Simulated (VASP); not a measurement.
A VASP 6.6.1 single-point calculation on Si

INCAR

```
LCHARG = .FALSE.
IBRION = -1
LASPH = .TRUE.
GGA = PE
NBANDS = 11
ISMEAR = -1
ISIF = 2
SIGMA = 0.02
NSW = 0
PREC = Medium
LWAVE = .FALSE.
ENCUT = 520
EDIFF = 1E-7
NELM = 120
LREAL = .FALSE.
```

KPOINTS

```
KPOINTS created by Atomic Simulation Environment
0
Gamma
8 8 8
0 0 0
```

POSCAR

```
Si
 1.0000000000000000
     0.0000000000000000    2.7357294901999998    2.7127953184000000
     2.7357294901999998    0.0000000000000000    2.7127953184000000
     2.7357294901999998    2.7357294901999998    0.0000000000000000
 Si
   2
Cartesian
  0.0000000000000000  0.0000000000000000  0.0000000000000000
  1.3678647450999999  1.3678647450999999  1.3563976592000000
```

The recommended PBE PAW datasets give the neutral cell 8 valence electrons.

Command

```
mpirun -np 1 vasp_std
```

OSZICAR

```
N       E                     dE             d eps       ncg     rms          rms(c)
DAV:   1     0.627582700645E+01    0.62758E+01   -0.31191E+03  1298   0.556E+02
DAV:   2    -0.104487232460E+02   -0.16725E+02   -0.16018E+02  1807   0.841E+01
DAV:   3    -0.110131026417E+02   -0.56438E+00   -0.56224E+00  1691   0.126E+01
DAV:   4    -0.110176029355E+02   -0.45003E-02   -0.44995E-02  1559   0.140E+00
DAV:   5    -0.110176439217E+02   -0.40986E-04   -0.40986E-04  1669   0.128E-01    0.480E+00
DAV:   6    -0.108984039654E+02    0.11924E+00   -0.67295E-02  1469   0.106E+00    0.292E+00
DAV:   7    -0.108434102369E+02    0.54994E-01   -0.13120E-01  1495   0.160E+00    0.173E-01
DAV:   8    -0.108446893925E+02   -0.12792E-02   -0.58198E-03  1496   0.411E-01    0.798E-02
DAV:   9    -0.108449004128E+02   -0.21102E-03   -0.20355E-04  1615   0.868E-02    0.587E-02
DAV:  10    -0.108449250528E+02   -0.24640E-04   -0.21175E-05  1521   0.266E-02    0.530E-03
DAV:  11    -0.108449256964E+02   -0.64362E-06   -0.20799E-06  1591   0.747E-03    0.315E-03
DAV:  12    -0.108449258315E+02   -0.13508E-06   -0.44677E-07  1491   0.417E-03    0.199E-03
DAV:  13    -0.108449258789E+02   -0.47460E-07   -0.42823E-09   940   0.450E-04
   1 F= -.10844926E+02 E0= -.10844926E+02  d E =-.383895E-08
```

From OUTCAR

```
k-points           NKPTS =     59   k-points in BZ     NKDIM =     59   number of bands    NBANDS=     11

   NELECT =       8.0000    total number of electrons

   dimension x,y,z NGX =    24 NGY =   24 NGZ =   24
   dimension x,y,z NGXF=    24 NGYF=   24 NGZF=   24

  energy-cutoff  :      520.00
  volume of cell :       40.61
      direct lattice vectors                 reciprocal lattice vectors
     0.000000000  2.735729490  2.712795318    -0.182766608  0.182766608  0.184311731
     2.735729490  0.000000000  2.712795318     0.182766608 -0.182766608  0.184311731
     2.735729490  2.735729490  0.000000000     0.182766608  0.182766608 -0.184311731

 k-points in reciprocal lattice and weights: KPOINTS created by Atomic Simulation Env
   0.00000000  0.00000000  0.00000000       0.002
   0.12500000  0.00000000  0.00000000       0.016
   0.25000000  0.00000000  0.00000000       0.016
   0.37500000  0.00000000  0.00000000       0.016
   0.50000000  0.00000000  0.00000000       0.008
   0.12500000  0.12500000  0.00000000       0.004
   0.25000000  0.12500000  0.00000000       0.016
   0.37500000  0.12500000  0.00000000       0.016
   ...

 E-fermi :   5.9940

 k-point     1 :       0.0000    0.0000    0.0000
  band No.  band energies     occupation
      1      -6.1753      2.00000
      2       5.6671      2.00000
      3       5.6671      2.00000
      4       5.7255      2.00000
      5       8.2255      0.00000
      6       8.2565      0.00000
      7       8.2566      0.00000
      8       8.8985      0.00000
      9      13.3235      0.00000
     10      13.4733      0.00000
     11      13.5914      0.00000

 k-point     2 :       0.1250    0.0000    0.0000
  band No.  band energies     occupation
      1      -5.9736      2.00000
      2       4.0937      2.00000
      3       5.3791      2.00000
      4       5.4255      2.00000
      5       8.1492      0.00000
      6       8.6575      0.00000
      7       8.6723      0.00000
      8      10.2786      0.00000
      9      12.8643      0.00000
     10      12.9812      0.00000
     11      14.3708      0.00000

 k-point     3 :       0.2500    0.0000    0.0000
  band No.  band energies     occupation
      1      -5.3855      2.00000
      2       1.7879      2.00000
      3       4.9066      2.00000
      4       4.9675      2.00000
      5       7.6682      0.00000
      6       9.1711      0.00000
      7       9.1939      0.00000
      8      12.4920      0.00000
      9      12.8589      0.00000
     10      12.8951      0.00000
     11      14.6402      0.00000

 k-point     4 :       0.3750    0.0000    0.0000
  band No.  band energies     occupation
      1      -4.5046      2.00000
      2      -0.2080      2.00000
      3       4.5763      2.00000
      4       4.6497      2.00000
      5       7.3033      0.00000
      6       9.1105      0.00000
      7       9.1696      0.00000
      8      13.5408      0.00000
      9      14.2143      0.00000
     10      14.2619      0.00000
     11      15.2614      0.00000

 k-point     5 :       0.5000    0.0000    0.0000
  band No.  band energies     occupation
      1      -3.8791      2.00000
      2      -1.2140      2.00000
      3       4.4628      2.00000
      4       4.5412      2.00000
      5       7.1749      0.00000
      6       9.0010      0.00000
      7       9.0673      0.00000
      8      13.3984      0.00000
      9      16.1517      0.00000
     10      16.2453      0.00000
     11      16.8396      0.00000

 ...

  Total        0.0877350      0.0877350      0.2911954      0.0000000      0.0000000      0.0000000
  in kB        3.4617063      3.4617063     11.4895160      0.0000000      0.0000000      0.0000000
  external PRESSURE =       6.1376429 kB  Pullay stress =       0.0000000 kB

 POSITION                                       TOTAL-FORCE (eV/Angst)
 -----------------------------------------------------------------------------------
      0.00000      0.00000      0.00000        -0.000000     -0.000000      0.000000
      1.36786      1.36786      1.35640         0.000000      0.000000     -0.000000
 -----------------------------------------------------------------------------------
    total drift:                               -0.000000     -0.000000     -0.000000

  FREE ENERGIE OF THE ION-ELECTRON SYSTEM (eV)
  ---------------------------------------------------
  free  energy   TOTEN  =       -10.8449258789 eV

  energy  without entropy=      -10.8449258751  energy(sigma->0) =      -10.84492588
```

It converged. Results: gap between bands v and c on the k mesh 0.55 eV; least direct gap on the k mesh 2.50 eV; pressure 0.6 GPa. Band v is the last that the valence electrons fill when counted band by band, and c is the next.

For comparison, a separate PBE run of the intended cell, on usual settings and not on those above, gives a gap of 0.55 eV on its mesh and a pressure of 0.6 GPa.

The run above took about 10 s on one core of a shared host (Intel Xeon Platinum 8488C) and held 0.12 GiB at most.
